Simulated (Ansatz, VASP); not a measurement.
Al in VASP and in Ansatz

```
Al
1.0
    -1.60644    1.60644    1.60644
     1.60644   -1.60644    1.60644
     1.60644    1.60644   -1.60644
Al
1
Direct
  0.00000 0.00000 0.00000
```

This isn't the form of Al at room conditions, which is fcc.

Alike in both runs: functional PBEsol; k mesh 18 × 18 × 18; occupations gaussian, width 0.1 eV; no spin polarisation.

Ansatz relaxed the structure, and its values are those at the end. VASP's run is a single point on that final structure, the one shown.

|  | VASP | Ansatz |
| --- | --- | --- |
| version | VASP 6.6.1 | Ansatz 0.2.0 |
| potentials or method | VASP PAW PBE potentials, release 64 (Al) | scalar-relativistic, plane waves, PAW |
| plane-wave cutoff (eV) | 520 | 420 |
| valence electrons in the cell | 3 | 3 |

VASP gave:

```
gap on the k mesh at the Fermi level (eV) : none
pressure (GPa)                            : 0.1
```

Task: Which values does Ansatz return?

Result: gap on the k mesh at the Fermi level (eV): none; pressure (GPa): 0.0.

A gap of «none» marks a metal or a gap that the smearing closes. With one functional, cell and mesh, what is left measures potentials, basis and numerics.

Caveats: the PAW data sets were made with another functional, which shifts forces and pressure a little (VASP).
